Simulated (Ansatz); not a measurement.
This guess for SiC₂ is about to be relaxed.

```yaml
crystal:
  lattice:
    - [2.64472, 0.00000, 0.00000]
    - [-1.32236, 2.29040, 0.00000]
    - [0.00000, 0.00000, 13.47900]
  atoms:
    - { symbol: Si, position: [0.33333, 0.66667, 0.41667] }
    - { symbol: Si, position: [0.66667, 0.33333, 0.58333] }
    - { symbol: C, position: [0.33333, 0.66667, 0.75000] }
    - { symbol: C, position: [0.33333, 0.66667, 0.08333] }
    - { symbol: C, position: [0.66667, 0.33333, 0.91667] }
    - { symbol: C, position: [0.66667, 0.33333, 0.25000] }
```

All numbers below come from DFT PBE, scalar-relativistic, plane waves, PAW (Ansatz). Cutoff 420 eV, Gaussian smearing, Γ-centred meshes. Cell and atoms relax first on a coarse mesh and then on a finer one. In between, the cell is made exact in the group found at 0.06 Å. In metals the finer mesh still leaves noise of several meV/atom or more. The steps can't lower the symmetry of their start. No spin polarisation in the relaxation; trial moments died out in a coarse test.

A guess keeps its type if space group and coordination stay and the shape of the cell changes little (axis ratios within about 15 %, angles within 6°); the volume may change.

Q: Does this structure survive the relaxation?

A: It doesn't keep its type. The symmetry stays P-3m1 (No. 164). The volume per atom shrinks by 34.8 %, from 13.6 to 8.9 Å³. The shortest distance goes from 2.64 Å (C–C and Si–Si) to 1.49 Å (C–C). The ratio c/a of the conventional cell changes by a factor of 0.53. Counting neighbours within 15 % of an atom's shortest distance, the start has C 12, Si 12 and the end C 1, Si 3. In detail, at the end around Si lie 3 C at 1.87 Å; C on its first site is surrounded by 1 C at 1.49 Å and 3 Si at 1.87 Å; C on its second site has 1 C at 1.49 Å and 3 C at 1.74 Å.

```
Si C
1.0
     2.83909    0.00000    0.00000
    -1.41954    2.45872    0.00000
     0.00000    0.00000    7.63172
Si C
2 4
Direct
  0.33333 0.66667 0.35060
  0.66667 0.33333 0.64940
  0.33333 0.66667 0.76641
  0.33333 0.66667 0.96189
  0.66667 0.33333 0.03811
  0.66667 0.33333 0.23359
```

The last run used an 18×18×6 mesh (in the run's order of axes) for its 6-atom cell and Gaussian smearing of 0.10 eV. Symmetry constrained the relaxation, so the result can be a saddle point. Another cell of SiC2 relaxed alike, in P6/mmm, lies 0.33 eV/atom lower, so this cell isn't the stable form at this level.
